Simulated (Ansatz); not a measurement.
A run of Ansatz 0.2.0 is set up as follows.

File input.yaml:

```yaml
crystal:
  lattice:
    - [3.04209, 0.0, 0.0]
    - [-1.52104, 2.63452, 0.0]
    - [0.0, 0.0, 2.69797]
  atoms:
    - { symbol: Ti, position: [0.0, 0.0, 0.5] }
    - { symbol: C, position: [0.33333, 0.66667, 0.0] }
hamiltonian:
  xc: r2scan
  pseudopotentials: { kind: paw }
  hubbard: { sites: [{ species: Ti, l: d, u_eff: 6.0 }] }
kpoints:
  mp_grid: { grid: [10, 10, 10] }
scf:
  occupations: { method: fermi_dirac, width: 0.05 }
output:
  forces: true
  stress: true
  eigenvalues: true
relax:
  f_tol: 0.01
  max_steps: 40
  cell: { stress_tol: 0.05 }
```

Potentials or basis: Ansatz PAW.

Command:

```console
$ ansatz run input.yaml --threads 2 --pin off --max-ram 5632MiB --backend cpu --events-out ev --progress --plain --runs-dir out
```

(1) Estimate the band gap on the k mesh.

(2) Predict the relaxed volume.

(3) Predict the space group after relaxing (to 0.05 Å).

## Answers

(1) none (metal or under the smearing width).

(2) 11.25 Å³/atom.

(3) P-6m2 (No. 187).

Caveat: U without spin polarisation on a metal has little footing; the PAW data sets come from PBE, with cores solved anew for the run's functional, which leaves a small shift of forces and pressure; the U is typed as a test and isn't derived for this compound.
